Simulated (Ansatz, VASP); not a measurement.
# Si (Silicon): VASP beside Ansatz, part 2 of 2

Wanted: the spread between two codes on one cell, functional and k mesh. The cell is taken from a series of VASP runs on this material, whose earlier steps may have relaxed, scaled or displaced it; both programs get it as it stands.

VASP 6.6.1 and Ansatz 0.2.0.

So far: Starting point; Ansatz: relaxation of cell and atoms, PBEsol; VASP: relaxation of cell and atoms, PBEsol.

## (4) Comparison

Known differences besides the potentials themselves: both relaxations stop at a tolerance, which leaves soft axes loose, and VASP keeps its plane-wave basis; the cutoff is 420 eV in Ansatz and 520 eV in VASP; Ansatz makes its cores anew for this functional, VASP keeps those of its PBE data sets; Ansatz adds a Pulay correction to the stress that steers its cell, VASP none. Total energies have different zeros and are not compared.

Compared:

| quantity | Ansatz | VASP | difference |
| --- | --- | --- | --- |
| volume (Å³) | 40.12 | 40.15 | -0.08 % |
| edge a after relaxation, in the typed setting (Å) | 3.842 | 3.844 | -0.03 % |

The walks stopped with -0.02 GPa left in Ansatz and 0.00 GPa in VASP; each walk ends within a tolerance, so the volume difference is uncertain by about these residues over the bulk modulus, most in soft cells.

## (5) VASP: relaxation of cell and atoms, r2SCAN

The relaxed volume is the usual yardstick between codes: its relative difference is about their pressure difference at one cell divided by the bulk modulus. The cell compared in this pair holds 40.24 Å³, against 40.15 Å³ for the pair before.

INCAR

```
SYSTEM = Si
PREC = Accurate
ENCUT = 520
EDIFF = 1E-07
NELM = 100
ISMEAR = 0
SIGMA = 0.03
LREAL = .FALSE.
ALGO = Normal
METAGGA = R2SCAN
LASPH = .TRUE.
NBANDS = 10
LORBIT = 11
LWAVE = .FALSE.
LCHARG = .FALSE.
KPAR = 4
IBRION = 2
NSW = 50
ISIF = 3
EDIFFG = -0.005
```

POSCAR

```
Si
1.0
    0.0000000000      2.7198462424      2.7198462424
    2.7198462424      0.0000000000      2.7198462424
    2.7198462424      2.7198462424      0.0000000000
Si
2
Direct
    0.7500000000      0.7500000000      0.7500000000
    0.5000000000      0.5000000000      0.5000000000
```

KPOINTS

```
Automatic mesh
0
Gamma
10 10 10
0 0 0
```

The projector-augmented-wave data sets are Si (PBE family, release 64).

On the command line:

```
$ mpirun -np 4 vasp_std
```

Numbers of over 12 decimals in the logs are rounded to 6 here.

What it wrote:

```text
[banner, memory and clock lines left out]
running    4 mpi-ranks, on    1 nodes
[...]
[... a notice as in an earlier step ...]

 LDA part: xc-table for (None), standard interpolation
 POSCAR, INCAR and KPOINTS ok, starting setup
[...]
entering main loop
       N       E                     dE             d eps       ncg     rms          rms(c)
DAV:   1     0.767464299451E+00    0.76746E+00   -0.34433E+03   940   0.674E+02
DAV:   2    -0.182325737889E+02   -0.19000E+02   -0.18209E+02  1374   0.890E+01
DAV:   3    -0.187135241869E+02   -0.48095E+00   -0.47977E+00  1148   0.131E+01
DAV:   4    -0.187170583737E+02   -0.35342E-02   -0.35336E-02  1184   0.143E+00
[...]
DAV:  10    -0.175499054884E+02   -0.16069E-04   -0.66603E-06  1046   0.213E-02    0.103E-02
DAV:  11    -0.175499088561E+02   -0.33677E-05   -0.14440E-06  1096   0.879E-03    0.277E-03
DAV:  12    -0.175499089026E+02   -0.46505E-07   -0.58583E-08   646   0.164E-03
   1 F= -.17549909E+02 E0= -.17549909E+02  d E =-.175499E+02
[...]
reached required accuracy - stopping structural energy minimisation
```

Parts of OUTCAR (step 5):

```text
  Total        0.0016658      0.0016658      0.0016658     -0.0000000      0.0000000     -0.0000000
  in kB        0.0663227      0.0663227      0.0663227     -0.0000000      0.0000000     -0.0000000
  external PRESSURE =       0.0663227 kB  Pullay stress =       0.0000000 kB

 POSITION                                       TOTAL-FORCE (eV/Angst)
 -----------------------------------------------------------------------------------
      4.07977      4.07977      4.07977        -0.000000     -0.000000      0.000000
      2.71985      2.71985      2.71985         0.000000      0.000000      0.000000
 -----------------------------------------------------------------------------------
    total drift:                                0.000000     -0.000000     -0.000000

  FREE ENERGIE OF THE ION-ELECTRON SYSTEM (eV)
  ---------------------------------------------------
  free  energy   TOTEN  =       -17.5499089026 eV

  energy  without entropy=      -17.5499089026  energy(sigma->0) =      -17.54990890

[... 2 parts as in an earlier step ...]

[... 2 further parts left out ...]
[key lines of the parts left out:]
E-fermi :   5.8399
```

## (6) Ansatz: relaxation of cell and atoms, r2SCAN

The same cell, functional, mesh and smearing now go to Ansatz, which takes its cutoff from its data sets.

The cell is taken from a series of VASP runs on this material, whose earlier steps may have relaxed, scaled or displaced it; both programs get it as it stands.

input.yaml

```yaml
crystal:
  lattice:
    - [0.0, 2.7198462424, 2.7198462424]
    - [2.7198462424, 0.0, 2.7198462424]
    - [2.7198462424, 2.7198462424, 0.0]
  atoms:
    - { symbol: Si, position: [0.75, 0.75, 0.75] }
    - { symbol: Si, position: [0.5, 0.5, 0.5] }
hamiltonian:
  xc: r2scan
  pseudopotentials: { kind: paw }
kpoints:
  mp_grid: { grid: [10, 10, 10] }
scf:
  occupations: { method: gaussian, width: 0.03 }
relax:
  f_tol: 0.01
  max_steps: 60
  cell: { stress_tol: 0.05 }
output:
  forces: true
  stress: true
  write_density: true
  write_potential: true
  elf: true
  volumetric_format: npy
```

On the command line:

```
$ ansatz run input.yaml --threads 4 --pin off --max-ram 9216MiB --backend cpu --events-out ev --progress --plain --runs-dir out
```

What it wrote:

```text
[...]
Crystal: 2 atoms, lattice volume = 40.240 Å³
Basis set: ecut = 500 eV, 965 PW (Γ), exchange–correlation on 120×120×120 points (64 copies of the dense FFT grid, shifted against one another)
Bands: 8, of which v1, the nominal top of the filled ones, is band 4 counted from 1 (3 counted from 0)
Symmetry: 48 space group operations
[...]
k-points: 47 of 1000
[...]
P = ⅓ Tr σ = 0.0490 GPa (0.490 kbar)
--- Band table (eV; the first three rows and the last of 47) ---
[...]
--- Relaxed structure (2 steps of the walk, 2 accepted, 1 SCFs on fresh bases) ---
[...]
cell:  # Å, volume = 40.3210 Å³
    - [0, 2.721660, 2.721660]
    - [2.721660, 0, 2.721660]
    - [2.721660, 2.721660, 0]
  atoms:
    - { symbol: Si, position: [0.750000, 0.750000, 0.750000] }
    - { symbol: Si, position: [0.500000, 0.500000, 0.500000] }
[key lines of the parts left out:]
SCF converged after 3 iterations
Free energy (F): -1278.132808 eV
Fermi energy:    6.469657 eV
```

Wall time 2.3 s (4 threads of Arm Neoverse V1, shared host); peak memory 0.43 GiB; 7.9 s of CPU time.

## (7) Comparison

What differs besides the data sets and the points named for the pairs above, as far as they apply: VASP keeps PBE cores, Ansatz makes them for the functional; the cutoff is 500 eV in Ansatz and 520 eV in VASP. Total energies have different zeros and are not compared.

Both answers:

| quantity | Ansatz | VASP | difference |
| --- | --- | --- | --- |
| volume (Å³) | 40.32 | 40.24 | +0.20 % |
| edge a after relaxation, in the typed setting (Å) | 3.849 | 3.846 | +0.07 % |

The walks stopped with 0.05 GPa left in Ansatz and 0.01 GPa in VASP; each walk ends within a tolerance, so the volume difference is uncertain by about these residues over the bulk modulus, most in soft cells.

## (8) Summary of results

```yaml
difference_in_volume_relaxation_of_cell_and_atoms_pbesol: -0.081 %
difference_in_volume_relaxation_of_cell_and_atoms_r2scan: 0.20 %
```

The difference in volume is 0.20 % (relaxation of cell and atoms, r2SCAN), within the 1.2 % picked in this series as the mark of a large difference, as far as the stopping tolerances let one tell. Such differences can come from data sets, numerical settings and the points named under the comparisons, not from the functional's error against experiment.

[Lines on the potential files, build, host, timing and source positions are cut from VASP's logs without a mark.]

[Logs are printed without paths, hosts, clocks, repeated set-up lines and the standing remarks that a program may print on its own settings, such as how far it seeks lower states.]

[Hosts, paths, dates, database ids (printed as entryN), source tags and the programs' standing remarks are cut or masked in the printed files.]
